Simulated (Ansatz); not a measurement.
Calculated with Ansatz (gas phase, PBE0-D4/def2-TZVP geometries, no zero-point term in ΔE). CBS: MP2 limit from def2 TZ/QZ plus the TZ coupled-cluster correction, frozen cores. This one scheme is used for every species. Functionals use def2-TZVPP. Open shells (•) are unrestricted, without spin–orbit coupling. Each species was taken in one conformer, which may not be the lowest.

Reaction (hydrogen abstraction from the Al–H bond): `[CH3][AlH][S]C` + `F[C](F)F`• → `[CH3][Al][S]C`• + trifluoromethane

```tsv
level	ΔE (kJ/mol)
PBE-D4	-109.8
B97M-V	-93.6
BLYP	-101.4
r2SCANh	-100.2
HF/def2-TZVPP	-88.8
CCSD/def2-TZVPP	-106.8
HF/def2-QZVPP	-88.1
CCSD/CBS(def2)	-107.3
```

(1) What does CCSD(T)/CBS give? (Estimate.)

Largest T1 diagnostic among the species: 0.014.

Results:

(1) Computed: -109.3 kJ/mol. The listed levels differ from it by -0.5, 15.7, 7.9, 9.1, 20.5, 2.5, 21.2, 2.0 kJ/mol.

In def2-TZVPP, CCSD(T) changes the Hartree–Fock value by −20.1 kJ/mol (the triples alone add −2.0 kJ/mol) and MP2 by −27.1 kJ/mol. At CCSD(T), def2-SVP lies +5.2 kJ/mol from the extrapolated value and def2-TZVPP +0.5 kJ/mol. Leaving LDA and LC-ωPBE aside and taking each functional with its dispersion term where it has one, the values, not all of them listed here, spread over 16.5 kJ/mol, from PBE-QIDH to B97M-V. LDA lies −10.6 kJ/mol from PBE without D4.

CCSD(T)/CBS has its own doubt, a few kJ/mol and more with outer-core shells, so smaller differences from it don't rank the levels.
